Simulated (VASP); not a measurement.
# Si (R-3m) in VASP: single point with PBE

Aim: the single point of Si with PBE.

Everything below comes from runs of VASP 6.6.1. Logs are shortened: lines on timing, memory, paths and dates and some standing lists are left out, and cuts for length are marked.

## Step 1: The cell of the first run

It takes space group R-3m (No. 166, trigonal). The conventional cell has a = 2.993 Å, b = 2.993 Å, c = 6.139 Å, α = 90.00°, β = 90.00°, γ = 120.00°. Around Si (site symmetry -3m) lie 12 Si at 2.68 to 2.99 Å.

This isn't the form of Si at room conditions, which is diamond.

## Step 2: Single point, PBE (strained and moved within a subgroup)

File INCAR:

```
PREC = Accurate
ENCUT = 520
EDIFF = 1E-6
ISMEAR = 0
SIGMA = 0.1
LREAL = False
LASPH = True
NELM = 60
ALGO = Normal
ISIF = 2
LWAVE = False
LCHARG = False
GGA = PE
NBANDS = 8
```

File KPOINTS:

```
Automatic mesh
0
Gamma
  15 15 15
```

File POSCAR:

```
Si
1.0
   -0.2292996649      1.8869069425      1.8869069425
    1.8869069425     -0.2292996649      1.8869069425
    1.8869069425      1.8869069425     -0.2292996649
Si
1
Direct
    0.0000000000      0.0000000000      0.0000000000
```

Potentials or basis: VASP PAW PBE potentials, release 64 (Si).

The run is started by

```console
$ cat potpaw_PBE.64/Si/POTCAR > POTCAR
$ mpirun -np 1 vasp_std > vasp.out
```

OUTCAR:

```text
PREC = Accurate
   ENCUT = 520
   EDIFF = 1E-6
   ISMEAR = 0
   LREAL = False
   LASPH = True
   NELM = 60
   ISIF = 2
   GGA = PE

 ion  position               nearest neighbor table
   1  0.000  0.000  0.000-

  LATTYP: Found a trigonal (rhomboedric) cell.
 ALAT       =     2.6783229745
 COS(alpha) =     0.3757044508

  Lattice vectors:

 A1 = (  -0.2292996649,   1.8869069425,   1.8869069425)
 A2 = (   1.8869069425,  -0.2292996649,   1.8869069425)
 A3 = (   1.8869069425,   1.8869069425,  -0.2292996649)

Analysis of symmetry for initial positions (statically):
=====================================================================
 Subroutine PRICEL returns:
 Original cell was already a primitive cell.

 Routine SETGRP: Setting up the symmetry group for a
 trigonal (rhombohedral) supercell.

 Subroutine GETGRP returns: Found 12 space group operations
 (whereof 12 operations were pure point group operations)
 out of a pool of 12 trial point group operations.

The static configuration has the point symmetry D_3d.

Analysis of symmetry for dynamics (positions and initial velocities):
=====================================================================
 Subroutine PRICEL returns:
 Original cell was already a primitive cell.

 Routine SETGRP: Setting up the symmetry group for a
 trigonal (rhombohedral) supercell.

 Subroutine GETGRP returns: Found 12 space group operations
 (whereof 12 operations were pure point group operations)
 out of a pool of 12 trial point group operations.

The dynamic configuration has the point symmetry D_3d.

 Subroutine INISYM returns: Found 12 space group operations
 (whereof 12 operations are pure point group operations),
 and found     1 'primitive' translations

----------------------------------------------------------------------------------------

                                     Primitive cell

  volume of cell :      15.8735

  direct lattice vectors                    reciprocal lattice vectors
    -0.229299665  1.886906943  1.886906943    -0.220987066  0.251556587  0.251556587
     1.886906943 -0.229299665  1.886906943     0.251556587 -0.220987066  0.251556587
     1.886906943  1.886906943 -0.229299665     0.251556587  0.251556587 -0.220987066

  length of vectors
     2.678322974  2.678322974  2.678322974     0.418803911  0.418803911  0.418803911

  position of ions in fractional coordinates (direct lattice)
     0.000000000  0.000000000  0.000000000

  ion indices of the primitive-cell ions
   primitive index   ion index
                 1           1

----------------------------------------------------------------------------------------

 KPOINTS: Automatic mesh

Automatic generation of k-mesh.
 Grid dimensions read from file:
 generate k-points for:   15   15   15

 Generating k-lattice:

  Cartesian coordinates                     Fractional coordinates (reciprocal lattice)
    -0.014732471  0.016770439  0.016770439     0.066666667  0.000000000 -0.000000000
     0.016770439 -0.014732471  0.016770439     0.000000000  0.066666667 -0.000000000
     0.016770439  0.016770439 -0.014732471     0.000000000  0.000000000  0.066666667

  Length of vectors
     0.027920261  0.027920261  0.027920261

  Shift w.r.t. Gamma in fractional coordinates (k-lattice)
     0.000000000  0.000000000  0.000000000

 Subroutine IBZKPT returns following result:
 ===========================================

 Found    344 irreducible k-points:

 Following reciprocal coordinates:
            Coordinates               Weight
  0.000000  0.000000  0.000000      1.000000
  0.066667 -0.000000 -0.000000      6.000000
  0.133333  0.000000 -0.000000      6.000000
  0.200000 -0.000000 -0.000000      6.000000
  0.266667  0.000000 -0.000000      6.000000
  0.333333  0.000000  0.000000      6.000000
[... 16 lines left out ...]
  0.133333  0.133333  0.000000      6.000000
  0.200000  0.133333  0.000000     12.000000
 [... further k-points ...]
   k-points           NKPTS =    344   k-points in BZ     NKDIM =    344   number of bands    NBANDS=      8
   number of dos      NEDOS =    301   number of ions     NIONS =      1
   total plane-waves  NPLWV =   8000
   dimension x,y,z NGX =    20 NGY =   20 NGZ =   20
   dimension x,y,z NGXF=    40 NGYF=   40 NGZF=   40
   ions per type =               1
   NGX,Y,Z   is equivalent  to a cutoff of  12.41, 12.41, 12.41 a.u.
   NGXF,Y,Z  is equivalent  to a cutoff of  24.83, 24.83, 24.83 a.u.
 SYSTEM =  unknown system
   PREC   = accura    normal or accurate (medium, high low for compatibility)
   ISTART =      0    job   : 0-new  1-cont  2-samecut
   ICHARG =      2    charge: 1-file 2-atom 10-const
   ISPIN  =      1    spin polarized calculation?
   LNONCOLLINEAR =      F non collinear calculations
   LSORBIT =      F    spin-orbit coupling
   LASPH  =      T    aspherical Exc in radial PAW
   ENCUT  =  520.0 eV  38.22 Ry    6.18 a.u.   4.98  4.98  4.98*2*pi/ulx,y,z
   NELM   =     60;   NELMIN=  2; NELMDL= -5     # of ELM steps
   EDIFF  = 0.1E-05   stopping-criterion for ELM
   LREAL  =      F    real-space projection
   EDIFFG = 0.1E-04   stopping-criterion for IOM
   NSW    =      0    number of steps for IOM
   IBRION =     -1    ionic relax: 0-MD 1-quasi-New 2-CG
   NFREE  =      0    steps in history (QN), initial steepest desc. (CG)
   ISIF   =      2    stress and relaxation
   ISYM   =      2    0-nonsym 1-usesym 2-fastsym
   POTIM  = 0.5000    time-step for ionic-motion
   TEBEG  =    0.0;   TEEND  =   0.0 temperature during run
   PSTRESS=    0.0 pullay stress
   NELECT =       4.0000    total number of electrons
   NUPDOWN=      -1.0000    fix difference up-down
   EMIN   =  10.00;   EMAX   =-10.00  energy-range for DOS
   EFERMI =   0.00;   METHOD = LEGACY
   ISMEAR =     0;   SIGMA  =   0.10  broadening in eV -4-tet -1-fermi 0-gaus
   EFERMI_NEDOS =   21; number of points for ismear=-14 and -15
   IALGO  =     38    algorithm
   IMIX   =      4    mixing-type and parameters
     AMIX     =   0.40;   BMIX     =  1.00
     AMIX_MAG =   1.60;   BMIX_MAG =  1.00
  volume/ion in A,a.u.               =      15.87       107.12
  Fermi-wavevector in a.u.,A,eV,Ry     =   1.034040  1.954052 14.547867  1.069238
  Thomas-Fermi vector in A             =   2.168316
   LORBIT       =      0    0 simple, 1 ext, 2 COOP (PROOUT), +10 PAW based schemes
   GGA     = PE    functional components
   LHFCALC =     F    Hartree Fock is set to
   AEXX    =    0.0000 exact exchange contribution
   IVDW    =     0    specifies the selected vdW correction
   LEPSILON=     F    determine dielectric tensor
   LRPA    =     F    only Hartree local field effects (RPA)
 non-spin polarized calculation
 Gauss-broadening in eV      SIGMA  =   0.10
  energy-cutoff  :      520.00
  volume of cell :       15.87
 maximum number of plane-waves:       440
   NGX =  9   NGY =  9   NGZ =  9

 number of electron       4.0000000 magnetization

 Free energy of the ion-electron system (eV)
  ---------------------------------------------------
  ext. energy  EPLUGINS =         0.00000000
  ---------------------------------------------------
  free energy    TOTEN  =        -4.86064091 eV

  energy without entropy =       -4.85794710  energy(sigma->0) =       -4.85929400

 E-fermi :   8.9454     XC(G=0): -10.8050

 val. band max:        8.9429337961   @ k =   0.4000   0.3333  -0.0000
 cond. band min:       8.9468543525   @ k =  -0.3333  -0.4667   0.2667
 fundamental gap:      0.0039205565
 Fermi energy:         8.9454353146

 k-point     1 :       0.0000    0.0000    0.0000
  band No.  band energies     occupation
      1      -4.6824      2.00000
      2      17.6184      0.00000
      3      17.6184      0.00000
      4      18.7531      0.00000
      5      18.7531      0.00000
      6      19.9080      0.00000
      7      23.2832      0.00000
      8      27.5049      0.00000

 k-point     2 :       0.0667   -0.0000   -0.0000
  band No.  band energies     occupation
      1      -4.5700      2.00000
      2      15.9379      0.00000
      3      17.3234      0.00000
      4      18.6564      0.00000
      5      19.1875      0.00000
      6      21.3287      0.00000
      7      23.4707      0.00000
      8      26.8847      0.00000

 k-point     3 :       0.1333    0.0000   -0.0000
  band No.  band energies     occupation
      1      -4.2336      2.00000
      2      13.4512      0.00000
      3      16.9084      0.00000
      4      18.4380      0.00000
      5      19.9654      0.00000
      6      22.9652      0.00000
      7      23.7479      0.00000
      8      25.7166      0.00000

 k-point     4 :       0.2000   -0.0000   -0.0000
  band No.  band energies     occupation
      1      -3.6747      2.00000
      2      10.9700      0.00000
      3      16.6219      0.00000
      4      18.2172      0.00000
      5      20.5886      0.00000
      6      23.4318      0.00000
      7      24.1012      0.00000
      8      24.8574      0.00000

 k-point     5 :       0.2667    0.0000   -0.0000
  band No.  band energies     occupation
      1      -2.8971      2.00000
      2       8.6081      2.00000
      3      16.5038      0.00000
      4      18.0648      0.00000
      5      20.5328      0.00000
      6      22.9074      0.00000
      7      24.1108      0.00000
      8      24.9737      0.00000

 k-point     6 :       0.3333    0.0000    0.0000
  band No.  band energies     occupation
      1      -1.9075      2.00000
      2       6.4114      2.00000
      3      16.5568      0.00000
      4      17.9993      0.00000
      5      19.8624      0.00000
      6      22.2843      0.00000
      7      23.8291      0.00000
      8      26.0228      0.00000

 k-point     7 :       0.4000   -0.0000   -0.0000
  band No.  band energies     occupation
      1      -0.7248      2.00000
      2       4.4168      2.00000
      3      16.7584      0.00000
      4      18.0012      0.00000
      5      19.0822      0.00000
      6      21.7702      0.00000
      7      23.5904      0.00000
      8      26.6919      0.00000

 k-point     8 :       0.4667    0.0000    0.0000
  band No.  band energies     occupation
      1       0.5387      2.00000
      2       2.7456      2.00000
      3      17.0079      0.00000
      4      18.0244      0.00000
      5      18.5119      0.00000
      6      21.4789      0.00000
      7      23.4635      0.00000
      8      26.4086      0.00000

 k-point     9 :       0.0667    0.0667   -0.0000
  band No.  band energies     occupation
      1      -4.5187      2.00000
      2      16.1010      0.00000
      3      17.2341      0.00000
      4      17.5872      0.00000
      5      20.5187      0.00000
      6      21.0982      0.00000
      7      22.9997      0.00000
      8      25.9197      0.00000

 k-point    10 :       0.1333    0.0667    0.0000
  band No.  band energies     occupation
      1      -4.2430      2.00000
      2      14.1411      0.00000
      3      16.8326      0.00000
      4      17.8447      0.00000
      5      20.5925      0.00000
      6      22.4764      0.00000
      7      22.9468      0.00000
      8      24.7858      0.00000
[... 78 lines left out ...]
 k-point    18 :      -0.3333    0.0667   -0.0000
  band No.  band energies     occupation
      1      -1.5015      2.00000
      2       5.9455      2.00000
      3      14.7922      0.00000
      4      18.0169      0.00000
      5      20.2015      0.00000
      6      22.5012      0.00000
      7      23.9865      0.00000
      8      26.4873      0.00000

 k-point    19 :      -0.2667    0.0667   -0.0000
  band No.  band energies     occupation
      1      -2.5459      2.00000
      2       8.0902      2.00000
      3      14.6663      0.00000
      4      18.2054      0.00000
      5      20.8378      0.00000
      6      23.0142      0.00000
      7      24.0219      0.00000
      8      25.6572      0.00000

 k-point    20 :      -0.2000    0.0667   -0.0000
  band No.  band energies     occupation
      1      -3.3816      2.00000
      2      10.4090      0.00000
      3      14.7306      0.00000
      4      18.3687      0.00000
      5      21.1419      0.00000
      6      23.4882      0.00000
      7      23.9724      0.00000
      8      25.5005      0.00000

 k-point    21 :      -0.1333    0.0667    0.0000
  band No.  band energies     occupation
      1      -4.0000      2.00000
      2      12.8599      0.00000
      3      14.9844      0.00000
      4      18.5156      0.00000
      5      20.6673      0.00000
      6      23.8004      0.00000
      7      24.2431      0.00000
      8      25.1848      0.00000

 k-point    22 :      -0.0667    0.0667    0.0000
  band No.  band energies     occupation
      1      -4.3969      2.00000
      2      15.2531      0.00000
      3      15.5154      0.00000
      4      18.5254      0.00000
      5      20.0096      0.00000
      6      22.6629      0.00000
      7      24.0838      0.00000
      8      25.8200      0.00000

 k-point    23 :       0.1333    0.1333    0.0000
  band No.  band energies     occupation
      1      -4.0284      2.00000
      2      14.3953      0.00000
      3      16.0406      0.00000
      4      16.4463      0.00000
      5      20.9320      0.00000
      6      22.7339      0.00000
      7      22.9536      0.00000
      8      24.1598      0.00000

 k-point    24 :       0.2000    0.1333    0.0000
  band No.  band energies     occupation
      1      -3.5907      2.00000
      2      12.5389      0.00000
      3      15.8916      0.00000
      4      16.5005      0.00000
      5      19.8569      0.00000
      6      21.9543      0.00000
      7      23.9189      0.00000
      8      24.9150      0.00000

 [... further k-points ...]

------------------------ aborting loop because EDIFF is reached ----------------------------------------

  FORCE on cell =-STRESS in cart. coord.  units (eV):
  Direction    XX          YY          ZZ          XY          YZ          ZX
  --------------------------------------------------------------------------------------
  -------------------------------------------------------------------------------------
  Total       -0.5172950     -0.5172950     -0.5172950      0.0066485      0.0066485      0.0066485
  in kB      -52.2126833    -52.2126833    -52.2126833      0.6710586      0.6710586      0.6710586
  external PRESSURE =     -52.2126833 kB  Pullay stress =       0.0000000 kB

 VOLUME and BASIS-vectors are now :
 -----------------------------------------------------------------------------
  energy-cutoff  :      520.00
  volume of cell :       15.87
      direct lattice vectors                 reciprocal lattice vectors
    -0.229299665  1.886906943  1.886906943    -0.220987066  0.251556587  0.251556587
     1.886906943 -0.229299665  1.886906943     0.251556587 -0.220987066  0.251556587
     1.886906943  1.886906943 -0.229299665     0.251556587  0.251556587 -0.220987066

 POSITION                                       TOTAL-FORCE (eV/Angst)
 -----------------------------------------------------------------------------------
      0.00000      0.00000      0.00000         0.000000      0.000000      0.000000
 -----------------------------------------------------------------------------------
    total drift:                                0.000000      0.000000     -0.000000

  FREE ENERGIE OF THE ION-ELECTRON SYSTEM (eV)
  ---------------------------------------------------
  free  energy   TOTEN  =        -4.8606409073 eV

  energy  without entropy=       -4.8579470975  energy(sigma->0) =       -4.85929400
```

Run time: 9.6 s. Hardware: 1 thread of Intel Xeon 6975P-C (Granite Rapids), shared host; peak memory 0.14 GiB.

What came out:

- Free energy: -4.8606 eV
- Pressure: -5.2 GPa
- Band gap on the k mesh: none (metal or under the smearing width)
